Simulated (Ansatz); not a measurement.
# fcc Cu(100) / fcc Pd(100) interface: transmission and 2AR, part 3 of 3

Wanted: 2AR for the fcc Cu(100) / fcc Pd(100) interface, at several levels.

Ansatz 0.2.0; Ansatz plane-wave DFT, PBE, PAW files; ballistic transport by layer matching (Landauer), zero bias; PAW set soft_1 (the session's first sound run).

So far, transmission per spin nearest the Fermi level: step 2 (transmission: PBE) 0.627; step 6 (LDA) 0.638; step 8 (r2SCAN, cutoff 500 eV) 0.599; step 10 (k-mesh 15×15×1, in plane spacing 2.5562 Å, lattice of Cu, PBE) 0.571.

**11. Resistance: PBE on the lower metal's lattice**

This step: Ansatz plane-wave DFT, PBE, PAW files; ballistic transport by layer matching (Landauer), zero bias; specific resistance of one interface, 1/T less the mean of the leads' 1/N; PAW set soft_1 (Ansatz 0.2.0).

Numbers from this step:

```
area resistance                                           : 0.6795 fΩ m²
T over the leads' mean channel count                      : 0.5440
twice the interface resistance (2AR, or 2AR* for magnets) : 1.359 fΩ m²
```

Twice the interface resistance is 1.36 fΩ m² here, against 1.41 in the first run; 54.4 % of the two leads' mean channel count pass, 51.8 % before.

**12. Transmission: PBE on the upper metal's lattice, in plane spacing 2.7505 Å, lattice of Pd**

And the upper metal's lattice, which puts it on the lower one. To save time only the energies from -0.06 to 0.06 eV are solved. The mesh is 44×44 and the cutoff, the files' own for this level, 420 eV.

This step: Ansatz plane-wave DFT, PBE, PAW files; ballistic transport by layer matching (Landauer), zero bias; PAW set soft_1 (Ansatz 0.2.0).

The cell differs from the one that the last finished run ended in (a 2.556 → 2.751 Å, b 2.556 → 2.751 Å, c 40.594 → 35.060 Å).

Input file input.yaml:

```yaml
crystal:
  lattice:
    - [2.7505039575, 0.0, 0.0]
    - [0.0, 2.7505039575, 0.0]
    - [0.0, 0.0, 35.0598283616]
  atoms:
    - { symbol: Cu, position: [0.0, 0.0, 0.0285226724] }
    - { symbol: Cu, position: [0.5, 0.5, 0.0730489268] }
    - { symbol: Cu, position: [0.0, 0.0, 0.1175751812] }
    - { symbol: Cu, position: [0.5, 0.5, 0.1621014356] }
    - { symbol: Cu, position: [0.0, 0.0, 0.20662769] }
    - { symbol: Cu, position: [0.5, 0.5, 0.2511539443] }
    - { symbol: Cu, position: [0.0, 0.0, 0.2956801987] }
    - { symbol: Cu, position: [0.5, 0.5, 0.3402064531] }
    - { symbol: Cu, position: [0.0, 0.0, 0.3847327075] }
    - { symbol: Cu, position: [0.5, 0.5, 0.4292589619] }
    - { symbol: Pd, position: [0.0, 0.0, 0.4792589619] }
    - { symbol: Pd, position: [0.5, 0.5, 0.5347327075] }
    - { symbol: Pd, position: [0.0, 0.0, 0.5902064531] }
    - { symbol: Pd, position: [0.5, 0.5, 0.6456801987] }
    - { symbol: Pd, position: [0.0, 0.0, 0.7011539443] }
    - { symbol: Pd, position: [0.5, 0.5, 0.75662769] }
    - { symbol: Pd, position: [0.0, 0.0, 0.8121014356] }
    - { symbol: Pd, position: [0.5, 0.5, 0.8675751812] }
    - { symbol: Pd, position: [0.0, 0.0, 0.9230489268] }
    - { symbol: Pd, position: [0.5, 0.5, 0.9785226724] }
kpoints:
  mp_grid: { grid: [14, 14, 1] }
hamiltonian:
  xc: pbe
  pseudopotentials: { kind: paw, azcp: { folder: soft_1 } }
scf:
  occupations: { method: fermi_dirac, width: 0.1 }
output:
  transmission:
    leads: [[4, 5], [14, 15]]
    kmesh: [44, 44]
    e_range: [-0.06, 0.06]
    de: 0.04
  write_potential: true
  write_density: true
  volumetric_format: npy
```

Launch:

```
$ ansatz run input.yaml --threads 4 --pin off --max-ram 15360MiB --backend cpu --events-out ev --progress --plain --runs-dir out
```

Numbers of over 12 decimals in the logs are rounded to 6 here.

The log of the run:

```text
[...]
Crystal: 20 atoms, lattice volume = 265.237 Å³
Basis set: ecut = 420 eV, 5289 PW (Γ)
Bands: 222, of which v1, the nominal top of the filled ones, is band 185 counted from 1 (184 counted from 0)
Symmetry: 16 space group operations
[...]
k-points: 36 of 196
[...]
SCF iter   1: F=—  HF=-136016.438864 eV  |F-HF|=—  |Δ(HF+E_count)|=         —  Δρ=2.25e-1  dr2=2.19e3  ethr=3.10e-3  ⟨swp⟩=4.4  Hψ=24000  notcnv=0  defer=162
[...]
SCF iter  16: F=-135981.207028 eV  HF=-135981.207028 eV  |F-HF|=3.06e-8  |Δ(HF+E_count)|=  6.98e-10  Δρ=1.67e-6  dr2=3.37e-8  ethr=2.70e-11  ⟨swp⟩=8.9  Hψ=27411  notcnv=0
SCF 1 converged in 16 iterations: F = -135981.207028 eV  dr2 = 3.37e-8
[...]
transmission: 752 of 7452 steps passed
transmission: 1492 of 7452 steps passed
[...]
transmission: 7452 of 7452 steps passed
SCF converged after 16 iterations
Free energy (F): -135981.207028 eV
[...]
Internal energy: -135980.520775 eV  (E = F + TS)
E sigma→0 (E₀):  -135980.863901 eV
Entropy (-TS):   -0.686253 eV (-34.313 meV/atom)
Fermi energy:    18.202789 eV
[...]
--- Band table (eV; the first three rows and the last of 36) ---
  k-point 0: bands = [... 181 lower, 17.4536, 17.6179, 17.7781, 17.8228, 17.8228, 17.9244, 18.0392, 18.1036, ... 33 higher]
  k-point 1: bands = [... 181 lower, 17.5215, 17.5516, 17.6268, 17.6667, 17.7980, 17.8667, 17.8777, 17.9943, ... 33 higher]
  k-point 2: bands = [... 181 lower, 17.3035, 17.3297, 17.5575, 17.5770, 17.7424, 17.8459, 18.0185, 18.0788, ... 33 higher]
  k-point 35: bands = [... 181 lower, 18.7514, 19.6645, 19.6645, 20.6104, 20.6104, 21.6222, 21.6222, 21.8701, ... 33 higher]
--- Transmission ---
  basis      : 69 plane waves across, 27 finite elements along
  points     : 276, standing for a mesh of 44 x 44
[...]
channels       : 1.089360e0 a spin
[...]
slowest decay  : 0.0337 /Å at (0.5000, 0.4773)
[...]
channels       : 1.603822e0 a spin
[...]
slowest decay  : 0.0112 /Å at (0.4091, 0.0227)
  junction   : crystal 0 to crystal 1, 8.72 to 24.31 Å
    transmission   : 6.041911e-1 a spin
[...]
```

It took 1.9 min on 4 threads of Arm Neoverse V1, shared host; peak memory 2.3 GiB; 7.5 min of CPU time.

Numbers from this step:

```yaml
free_energy: -135981.2070 eV
energy_at_zero_smearing: -135980.8639 eV
fermi_energy: 18.20 eV
cell_area: 7.565 Å²
step_of_the_lead_s_potential: 3.5 meV
step_of_the_upper_lead_s_potential: 2 meV
```

Per spin. Transmission, zone mean against energy, zero at the Fermi level:

```tsv
energy (eV)	transmission, zone mean
-0.0600	0.634
-0.0200	0.604
0.0200	0.592
0.0600	0.589
```

Over the solved energies the transmission per spin lies between 0.589 and 0.634, out of 1.09 channels of the lead on average (up to 1.10).

**13. Resistance: PBE on the upper metal's lattice**

This step: Ansatz plane-wave DFT, PBE, PAW files; ballistic transport by layer matching (Landauer), zero bias; specific resistance of one interface, 1/T less the mean of the leads' 1/N; PAW set soft_1 (Ansatz 0.2.0).

Numbers from this step:

```
area resistance                                           : 0.8527 fΩ m²
T over the leads' mean channel count                      : 0.4576
twice the interface resistance (2AR, or 2AR* for magnets) : 1.705 fΩ m²
```

Twice the interface resistance is 1.71 fΩ m² here, against 1.41 in the first run; 45.8 % of the two leads' mean channel count pass, 51.8 % before.

**14. Results**

```
2AR, PBE                              : 1.41 fΩ m²
2AR, LDA                              : 1.37 fΩ m²
2AR, r2SCAN                           : 1.51 fΩ m²
2AR, PBE on the lower metal's lattice : 1.36 fΩ m²
2AR, PBE on the upper metal's lattice : 1.71 fΩ m²
```

**Reading.** One interface gives 2AR = 1.41 fΩ m² (PBE). The functionals span 1.37 to 1.51 fΩ m². A mesh a third as fine gives 1.38 against 1.41 fΩ m². The misfit of 7.3 % is shared out in plane at constant volume, which leaves both metals far from their own cubic or hexagonal shape; the values belong to these strained forms. With a misfit of 7.3 %, the choice of the common lattice gives 1.36 on the lower metal's and 1.71 fΩ m² on the upper one's. The formula assumes diffuse scattering between interfaces; layers sit on ideal sites at each metal's own atomic volume.

[Logs are printed without paths, hosts, clocks, repeated set-up lines and the standing remarks that a program may print on its own settings, such as how far it seeks lower states.]

[Hosts, paths, dates, database ids (printed as entryN), source tags and the programs' standing remarks are cut or masked in the printed files.]
